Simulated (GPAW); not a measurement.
# Au (Pm-3m) in GPAW: convergence with k mesh

Aim: find how far k mesh must go before the results for Au settle, at TPSS. This setting moves, with any that are tied to it; all else stays.

Everything below comes from runs of GPAW 26.7.0. Logs are shortened: lines on timing, memory, paths and dates and some standing lists are left out, and cuts for length are marked. The log counts tension as positive stress, the text compression.

## 1. Starting point

It takes space group Pm-3m (No. 221, cubic). The conventional cell has a = 2.748 Å, b = 2.748 Å, c = 2.748 Å, α = 90.00°, β = 90.00°, γ = 90.00°. Au (site symmetry m-3m) has 6 Au at 2.75 Å as nearest neighbours.

The cell was built by a generator and needn't be a form met in nature.

## 2. With k mesh 3 × 3 × 3

run.py reads:

```python
import json
import numpy as np
from ase.dft.bandgap import bandgap
from ase.io import read, write
from ase.units import GPa
from gpaw import GPAW, PW

atoms = read('POSCAR')

calc = GPAW(mode=PW(450),
            xc='MGGA_X_TPSS+MGGA_C_TPSS',
            kpts={'size': (3, 3, 3), 'gamma': True},
            occupations={'name': 'fermi-dirac', 'width': 0.05},
            nbands=14,
            convergence={'density': 1e-05, 'energy': 1e-05},
            eigensolver='davidson',
            maxiter=150,
            txt='gpaw.txt')
atoms.calc = calc
energy = atoms.get_potential_energy()
forces = atoms.get_forces()
stress = atoms.get_stress()
calc.write('gs.gpw')
write('result.traj', atoms)
print(f'Energy: {energy:.6f} eV')
print('Forces (eV/A):')
print(forces.round(4))
print('Stress (GPa):', (stress / GPa).round(3))
print('Fermi level:', round(calc.get_fermi_level(), 4), 'eV')
print(f'Gap: {bandgap(calc)[0]:.4f} eV, direct: {bandgap(calc, direct=True)[0]:.4f} eV')

size = (6, 6, 6)
dense = calc.fixed_density(kpts={'size': size, 'gamma': True}, update_fermi_level=True,
                           convergence={'bands': 'CBM+2.0', 'eigenstates': 1e-7}, txt='dense.txt')
ef = dense.get_fermi_level()
index = np.round(dense.get_bz_k_points() * size).astype(int) % size
recip = 2 * np.pi * atoms.cell.reciprocal()
sheets = []
for s, e_kn in enumerate(dense.eigenvalues()):
    for n in range(e_kn.shape[1] - 2):
        if e_kn[:, n].min() < ef < e_kn[:, n].max():
            e = np.empty(size)
            e[tuple(index.T)] = e_kn[dense.get_bz_to_ibz_map(), n] - ef
            de = np.array([(np.roll(e, -1, c) - np.roll(e, 1, c)) * size[c] / 2 for c in range(3)])
            v = np.linalg.norm(np.einsum('vc,cxyz->vxyz', np.linalg.inv(recip), de), axis=0)
            w = np.exp(-(e / 0.1)**2) / (0.1 * np.pi**0.5)
            sheets.append({'spin': s, 'band': n, 'filled': (e < 0).mean(), 'dos': w.mean(), 'bottom': e.min(), 'top': e.max(),
                           'velocity': (w * v).sum() / w.sum() * 1.519267e5, 'slice': e[:, :, 0].round(3).tolist()})
            print(f'spin {s} band {n}: filled share {sheets[-1]["filled"]:.3f}, from {e.min():.3f} to {e.max():.3f} eV,',
                  f'{w.mean():.3f} states/eV, mean velocity {sheets[-1]["velocity"]:.3e} m/s')
print('Fermi level on the dense mesh:', round(ef, 4), 'eV,', len(sheets), 'sheets')
json.dump({'ef': ef, 'sheets': sheets}, open('fermi.json', 'w'))
```

POSCAR reads:

```
Au
1.0
    2.7484100000      0.0000000000      0.0000000000
    0.0000000000      2.7484100000      0.0000000000
    0.0000000000      0.0000000000      2.7484100000
Au
1
Direct
    0.5000000000      0.5000000000      0.5000000000
```

Potentials or basis: GPAW PAW data sets (gpaw-data 1.2.1), pw.

Started as:

```
OMP_NUM_THREADS=1 python run.py
```

Wall time 8.6 s (1 thread of AMD EPYC 7R13 (Zen 3), shared host); peak memory 0.23 GiB.

Results:

```
Free energy            : 9.4911 eV
Pressure               : 1.7 GPa
Band gap on the k mesh : none (metal or under the smearing width)
```

## 3. With k mesh 4 × 4 × 4

run.py, as its differences from that of step 2:

```diff
@@ -11,3 +11,3 @@
             xc='MGGA_X_TPSS+MGGA_C_TPSS',
-            kpts={'size': (3, 3, 3), 'gamma': True},
+            kpts={'size': (4, 4, 4), 'gamma': True},
             occupations={'name': 'fermi-dirac', 'width': 0.05},
```

POSCAR is that of step 2.

Potentials or basis: GPAW PAW data sets (gpaw-data 1.2.1), pw.

Started as:

```
OMP_NUM_THREADS=1 python run.py
```

Wall time 10 s (1 thread of AMD EPYC 7R13 (Zen 3), shared host); peak memory 0.23 GiB.

Results:

```yaml
Free_energy: 8.8527 eV
Pressure: -6.0 GPa
Band_gap_on_the_k_mesh: none (metal or under the smearing width)
```

## 4. With k mesh 5 × 5 × 5

run.py, as its differences from that of step 3:

```diff
@@ -11,3 +11,3 @@
             xc='MGGA_X_TPSS+MGGA_C_TPSS',
-            kpts={'size': (4, 4, 4), 'gamma': True},
+            kpts={'size': (5, 5, 5), 'gamma': True},
             occupations={'name': 'fermi-dirac', 'width': 0.05},
@@ -31,3 +31,3 @@
 
-size = (6, 6, 6)
+size = (8, 8, 8)
 dense = calc.fixed_density(kpts={'size': size, 'gamma': True}, update_fermi_level=True,
```

POSCAR is that of step 3.

Started as:

```
OMP_NUM_THREADS=1 python run.py
```

Wall time 11 s (1 thread of AMD EPYC 7R13 (Zen 3), shared host); peak memory 0.24 GiB.

The run converged. Its results:

```yaml
Free_energy: 9.1360 eV
Pressure: -2.2 GPa
Band_gap_on_the_k_mesh: none (metal or under the smearing width)
```

## 5. With k mesh 6 × 6 × 6

run.py, as its differences from that of step 4:

```diff
@@ -11,3 +11,3 @@
             xc='MGGA_X_TPSS+MGGA_C_TPSS',
-            kpts={'size': (5, 5, 5), 'gamma': True},
+            kpts={'size': (6, 6, 6), 'gamma': True},
             occupations={'name': 'fermi-dirac', 'width': 0.05},
@@ -31,3 +31,3 @@
 
-size = (8, 8, 8)
+size = (10, 10, 10)
 dense = calc.fixed_density(kpts={'size': size, 'gamma': True}, update_fermi_level=True,
```

POSCAR is that of step 4.

Started as:

```
OMP_NUM_THREADS=1 python run.py
```

It took 20 s on 1 thread of AMD EPYC 7R13 (Zen 3), shared host; peak memory 0.24 GiB.

The run converged. Its results:

```yaml
Free_energy: 8.9493 eV
Pressure: -4.3 GPa
Band_gap_on_the_k_mesh: none (metal or under the smearing width)
```

## 6. With k mesh 7 × 7 × 7

run.py, as its differences from that of step 5:

```diff
@@ -11,3 +11,3 @@
             xc='MGGA_X_TPSS+MGGA_C_TPSS',
-            kpts={'size': (6, 6, 6), 'gamma': True},
+            kpts={'size': (7, 7, 7), 'gamma': True},
             occupations={'name': 'fermi-dirac', 'width': 0.05},
@@ -31,3 +31,3 @@
 
-size = (10, 10, 10)
+size = (12, 12, 12)
 dense = calc.fixed_density(kpts={'size': size, 'gamma': True}, update_fermi_level=True,
```

POSCAR is that of step 5.

Potentials or basis: GPAW PAW data sets (gpaw-data 1.2.1), pw.

Started as:

```
OMP_NUM_THREADS=1 python run.py
```

Run time: 21 s. Hardware: 1 thread of AMD EPYC 7R13 (Zen 3), shared host; peak memory 0.25 GiB.

It converged, with:

- Free energy: 9.0111 eV
- Pressure: -3.4 GPa
- Band gap on the k mesh: none (metal or under the smearing width)

## 7. With k mesh 9 × 9 × 9

run.py, as its differences from that of step 6:

```diff
@@ -11,3 +11,3 @@
             xc='MGGA_X_TPSS+MGGA_C_TPSS',
-            kpts={'size': (7, 7, 7), 'gamma': True},
+            kpts={'size': (9, 9, 9), 'gamma': True},
             occupations={'name': 'fermi-dirac', 'width': 0.05},
@@ -31,3 +31,3 @@
 
-size = (12, 12, 12)
+size = (14, 14, 14)
 dense = calc.fixed_density(kpts={'size': size, 'gamma': True}, update_fermi_level=True,
```

POSCAR is that of step 6.

Started as:

```
OMP_NUM_THREADS=1 python run.py
```

Run time: 33 s. Hardware: 1 thread of AMD EPYC 7R13 (Zen 3), shared host; peak memory 0.26 GiB.

It converged, with:

```
Free energy            : 8.9840 eV
Pressure               : -3.5 GPa
Band gap on the k mesh : none (metal or under the smearing width)
```

## 8. With k mesh 11 × 11 × 11

run.py, as its differences from that of step 7:

```diff
@@ -11,3 +11,3 @@
             xc='MGGA_X_TPSS+MGGA_C_TPSS',
-            kpts={'size': (9, 9, 9), 'gamma': True},
+            kpts={'size': (11, 11, 11), 'gamma': True},
             occupations={'name': 'fermi-dirac', 'width': 0.05},
@@ -31,3 +31,3 @@
 
-size = (14, 14, 14)
+size = (18, 18, 18)
 dense = calc.fixed_density(kpts={'size': size, 'gamma': True}, update_fermi_level=True,
```

POSCAR is that of step 7.

Potentials or basis: GPAW PAW data sets (gpaw-data 1.2.1), pw.

Started as:

```
OMP_NUM_THREADS=1 python run.py
```

gpaw.txt:

```text
__  _  _
 | _ |_)|_||  |
 |__||  | ||/\| - 26.7.0

Input parameters:
  mode=PW(ecut=450.00000000000006),
  convergence={'density': 1e-05, 'energy': 1e-05},
  eigensolver=Davidson(niter=2),
  kpts=MonkhorstPack(size=(11, 11, 11), gamma=True),
  maxiter=150,
  nbands=14,
  occupations=Occupations(name='fermi-dirac', width=0.05),
  xc=XC(name='MGGA_X_TPSS+MGGA_C_TPSS')

Diagonalizing LCAO Hamiltonian
Converting LCAO to pw mode
   .------.
  /|      |
 * |      |
 | .--Au--.
 |/      /
 *------*

Atoms  # Å, Bohr magnetons
|   | symbol |        x |        y |        z |    initial magnetic moments |
|---|--------|----------|----------|----------|-----------------------------|
| 0 |     Au | 1.374205 | 1.374205 | 1.374205 | ( 0.0000,  0.0000,  0.0000) |

Unit cell  # Å
| periodic |        x |        y |        z |  lengths |    angles |
|----------|----------|----------|----------|----------|-----------|
|      yes | 2.748410 | 0.000000 | 0.000000 | 2.748410 | 90.000000 |
|      yes | 0.000000 | 2.748410 | 0.000000 | 2.748410 | 90.000000 |
|      yes | 0.000000 | 0.000000 | 2.748410 | 2.748410 | 90.000000 |

Number of symmetries: 48
Symmetry operations  # r_c * U_cc + t_c -> r_c
|    | kind |            matrix            |
|----|------|------------------------------|
|  0 |  E   |  1, 0, 0,  0, 1, 0,  0, 0, 1 |
|  1 |  σ   |  1, 0, 0,  0, 1, 0,  0, 0,-1 |
|  2 |  σ   |  1, 0, 0,  0, 0, 1,  0, 1, 0 |
|  3 |  C4  |  1, 0, 0,  0, 0, 1,  0,-1, 0 |
|  4 |  C4  |  1, 0, 0,  0, 0,-1,  0, 1, 0 |
|  5 |  σ   |  1, 0, 0,  0, 0,-1,  0,-1, 0 |
|  6 |  σ   |  1, 0, 0,  0,-1, 0,  0, 0, 1 |
|  7 |  C2  |  1, 0, 0,  0,-1, 0,  0, 0,-1 |
|  8 |  σ   |  0, 1, 0,  1, 0, 0,  0, 0, 1 |
|  9 |  C2  |  0, 1, 0,  1, 0, 0,  0, 0,-1 |
| 10 |  C3  |  0, 1, 0,  0, 0, 1,  1, 0, 0 |
| 11 |  S6  |  0, 1, 0,  0, 0, 1, -1, 0, 0 |
| 12 |  S6  |  0, 1, 0,  0, 0,-1,  1, 0, 0 |
| 13 |  C3  |  0, 1, 0,  0, 0,-1, -1, 0, 0 |
| 14 |  C4  |  0, 1, 0, -1, 0, 0,  0, 0, 1 |
| 15 |  S4  |  0, 1, 0, -1, 0, 0,  0, 0,-1 |
| 16 |  C3  |  0, 0, 1,  1, 0, 0,  0, 1, 0 |
| 17 |  S6  |  0, 0, 1,  1, 0, 0,  0,-1, 0 |
| 18 |  σ   |  0, 0, 1,  0, 1, 0,  1, 0, 0 |
| 19 |  C4  |  0, 0, 1,  0, 1, 0, -1, 0, 0 |
| 20 |  C2  |  0, 0, 1,  0,-1, 0,  1, 0, 0 |
| 21 |  S4  |  0, 0, 1,  0,-1, 0, -1, 0, 0 |
| 22 |  S6  |  0, 0, 1, -1, 0, 0,  0, 1, 0 |
| 23 |  C3  |  0, 0, 1, -1, 0, 0,  0,-1, 0 |
| 24 |  S6  |  0, 0,-1,  1, 0, 0,  0, 1, 0 |
| 25 |  C3  |  0, 0,-1,  1, 0, 0,  0,-1, 0 |
| 26 |  C4  |  0, 0,-1,  0, 1, 0,  1, 0, 0 |
| 27 |  σ   |  0, 0,-1,  0, 1, 0, -1, 0, 0 |
| 28 |  S4  |  0, 0,-1,  0,-1, 0,  1, 0, 0 |
| 29 |  C2  |  0, 0,-1,  0,-1, 0, -1, 0, 0 |
| 30 |  C3  |  0, 0,-1, -1, 0, 0,  0, 1, 0 |
| 31 |  S6  |  0, 0,-1, -1, 0, 0,  0,-1, 0 |
| 32 |  C4  |  0,-1, 0,  1, 0, 0,  0, 0, 1 |
| 33 |  S4  |  0,-1, 0,  1, 0, 0,  0, 0,-1 |
| 34 |  S6  |  0,-1, 0,  0, 0, 1,  1, 0, 0 |
| 35 |  C3  |  0,-1, 0,  0, 0, 1, -1, 0, 0 |
| 36 |  C3  |  0,-1, 0,  0, 0,-1,  1, 0, 0 |
| 37 |  S6  |  0,-1, 0,  0, 0,-1, -1, 0, 0 |
| 38 |  σ   |  0,-1, 0, -1, 0, 0,  0, 0, 1 |
| 39 |  C2  |  0,-1, 0, -1, 0, 0,  0, 0,-1 |
| 40 |  σ   | -1, 0, 0,  0, 1, 0,  0, 0, 1 |
| 41 |  C2  | -1, 0, 0,  0, 1, 0,  0, 0,-1 |
| 42 |  C2  | -1, 0, 0,  0, 0, 1,  0, 1, 0 |
| 43 |  S4  | -1, 0, 0,  0, 0, 1,  0,-1, 0 |
| 44 |  S4  | -1, 0, 0,  0, 0,-1,  0, 1, 0 |
| 45 |  C2  | -1, 0, 0,  0, 0,-1,  0,-1, 0 |
| 46 |  C2  | -1, 0, 0,  0,-1, 0,  0, 0, 1 |
| 47 |  i   | -1, 0, 0,  0,-1, 0,  0, 0,-1 |

BZ-sampling:
  Number of BZ points: 1331
  Number of IBZ points: 56

  Monkhorst-Pack size: [11, 11, 11]
  Monkhorst-Pack shift: [0, 0, 0]

K-points  # in reciprocal-cell coordinates
|     |                                coordinates |     weight |
|-----|--------------------------------------------|------------|
|   0 | (  0.00000000,   0.00000000,   0.00000000) | 0.00075131 |
|   1 | (  0.09090909,   0.00000000,   0.00000000) | 0.00450789 |
|   2 | (  0.09090909,   0.09090909,   0.00000000) | 0.00901578 |
|   3 | (  0.09090909,   0.09090909,   0.09090909) | 0.00601052 |
|   4 | (  0.18181818,   0.00000000,   0.00000000) | 0.00450789 |
|   5 | (  0.18181818,   0.09090909,   0.00000000) | 0.01803156 |
|   6 | (  0.18181818,   0.09090909,   0.09090909) | 0.01803156 |
|   7 | (  0.18181818,   0.18181818,   0.00000000) | 0.00901578 |
|   8 | (  0.18181818,   0.18181818,   0.09090909) | 0.01803156 |
|   9 | (  0.18181818,   0.18181818,   0.18181818) | 0.00601052 |
| ... |                                            |            |
|  55 | (  0.45454545,   0.45454545,   0.45454545) | 0.00601052 |

Plane wave coefficients: 462
Cutoff: 450.00000000000006 eV

Spin-components: 1 (collinear spins)
Bands:           14
Projectors:      6
Spin-degeneracy: 2
Datatype:        complex128

Parallelization:
  kpt:    1
  domain: 1
  band:   1

Density:
  Valence electrons: 11.0
  Components: 1
  Grid points: [14 14 14]
  Charge: 0.0  # |e|

Potential:
  Grid points: [14 14 14]

species:
  Au:
    name:    Gold
    Z:       79.0
    valence: 11
    core:    68
    charge:  0.0  # [|e|]
    compensation charges:
      type: gauss
      rc: 0.42  # [Å]
      lmax: 2
    cutoffs:
      filter: 2.33  # [Å]
      core: 2.81  # [Å]
    projectors
    | kind |    occ | energy [eV] | rcut [Å] |
    |------|--------|-------------|----------|
    |   6s |  1.000 |      -5.728 |    1.323 |
    |   6p |  0.000 |      -0.775 |    1.323 |
    |   5d | 10.000 |      -6.891 |    1.323 |
    |    s |        |      21.484 |    1.323 |
    |    p |        |      26.436 |    1.323 |
    |    d |        |      20.321 |    1.323 |

    Using partial waves for Au as LCAO basis

Reference energy: -516598.271109  # eV

eigensolver:
  Davidson
  Converge bands: occupied
  niter=2

density mixing:
  MSR1-Mixer
  Pratt-step length: 0.05
  Maximum mixing coefficient: 0.75
  Old densities: 10
  SVD Regularization: 0.005
  Good broyden scale: 1.0
  Trust region scale: 1.0
  Backstep threshold: 4.0
  History deletion threshold: 6.0
  Fourier metric: weight=20.0, sigma=0.015

occupation numbers:
  Fermi-Dirac:
    width: 0.0500  # eV

poisson solver:
  ecut: 3600.0000000000005  # eV

xc functional:
  name: MGGA_X_TPSS+MGGA_C_TPSS with 2 nearest neighbor stencil

convergence criteria:
- Maximum integral of absolute [dens]ity change: 1e-05 electrons / valence electron
- Maximum [total energy] change in last 3 cyles: 1e-05 eV / valence electron
- Maximum integral of absolute [eigenst]ate change: 4e-08 eV^2 / valence electron
maximum number of iterations: 150

SCF iterations
|iter     | |      energy | eigst |  dens |
|---------|-|-------------|-------|-------|
|iter:   1| |   54.876595 | +1.97 |       |
|iter:   2| |    8.814823 | -0.40 | -0.71 |
|iter:   3| |    8.536576 | -2.13 | -0.97 |
|iter:   4| |    8.730904 | -3.02 | -0.99 |
|iter:   5| |    8.947406 | -2.47 | -1.10 |
|iter:   6| |    8.962340 | -2.41 | -1.47 |
|iter:   7| |    8.935289 | -3.35 | -1.75 |
|iter:   8| |    8.926113 | -4.38 | -1.57 |
|iter:   9| |    8.954490 | -3.59 | -1.52 |
|iter:  10| |    8.973818 | -3.50 | -1.63 |
|iter:  11| |    8.974749 | -4.67 | -1.81 |
|iter:  12| |    8.985851 | -3.45 | -1.83 |
|iter:  13| |    8.985789 | -4.29 | -2.42 |
|iter:  14| |    8.985742c| -4.89 | -3.03 |
|iter:  15| |    8.985744c| -7.18 | -3.79 |
|iter:  16| |    8.985744c| -7.48c| -4.02 |
|iter:  17| |    8.985744c| -8.96c| -5.21c|

Converged in 17 steps
Energy contributions relative to reference atoms: (reference = -516598.271109)

Energy contributions:
  Kinetic:         -10.035893
  Coulomb:           7.740384
  Zero:              0.269858
  External:          0.000000
  Xc:               11.012426
  Entropy:          -0.002063
  Spinorbit:         0.000000
  ----------------------------
  Free energy:       8.984713
  Extrapolated:      8.985744

dipole moment: (-0.000008, -0.000008, -0.000008)  # |e|*Ang

Fermi level: 6.530
Eigenvalues  # (at kpt = [0.000, 0.000, 0.000])
| band index |      eig [eV] | occ [0-2] |
|------------|---------------|-----------|
|          0 |        -1.172 |     2.000 |
|          1 |         1.016 |     2.000 |
|          2 |         1.016 |     2.000 |
|          3 |         5.115 |     2.000 |
|          4 |         5.115 |     2.000 |
|          5 |         5.115 |     2.000 |
|          6 |        20.794 |     0.000 |
|          7 |        20.794 |     0.000 |
|          8 |        20.794 |     0.000 |
|          9 |        25.010 |     0.000 |
|         10 |        27.599 |     0.000 |
|         11 |        27.599 |     0.000 |
|         12 |        35.519 |     0.000 |
|         13 |        35.519 |     0.000 |

No gap
No difference between direct/indirect transitions

Forces  # eV/Ang
|       x |       y |       z |
|---------|---------|---------|
| 0.00000 | 0.00000 | 0.00000 |  # Au   0

Stress tensor  # eV/Ang^3
|        x |        y |        z |
|----------|----------|----------|
| 0.019760 | 0.000000 | 0.000000 |
| 0.000000 | 0.019760 | 0.000000 |
| 0.000000 | 0.000000 | 0.019760 |

# Writing to gs.gpw (mode='')
```

Wall time 53 s (1 thread of AMD EPYC 7R13 (Zen 3), shared host); peak memory 0.28 GiB.

What came out:

```
Free energy            : 8.9847 eV
Pressure               : -3.2 GPa
Band gap on the k mesh : none (metal or under the smearing width)
```

## 9. The series at a glance

```tsv
k mesh	energy less the tightest run, at zero smearing (meV/atom)	pressure (GPa)	SCF cycles	CPU time (s)	peak memory (GiB)
3 × 3 × 3	520.85	1.73	19	8.6	0.23
4 × 4 × 4	-128.81	-6.02	17	10	0.23
5 × 5 × 5	155.38	-2.16	18	11	0.24
6 × 6 × 6	-30.88	-4.29	18	20	0.24
7 × 7 × 7	27.52	-3.42	17	21	0.25
9 × 9 × 9	0.01	-3.54	18	33	0.26
11 × 11 × 11	0.00	-3.17	17	53	0.28
```

Against the tightest run, the energy stays within 1 meV/atom from 9 × 9 × 9 on. Not settled before the last step: the pressure (to 0.1 GPa). Meshes of other sizes hit other points, so gaps and Fermi surfaces needn't settle smoothly. The tightest run that finished is the yardstick and may itself not be fully converged.

Caveats: with this Au data set, volumes or pressures lay over 1.5 % or 2 GPa off other programs in two to four cells of ten; the cutoff is short for stress and forces, so pressures can be off by a GPa or more; the PAW data sets were made with another functional, which shifts forces and pressure a little.
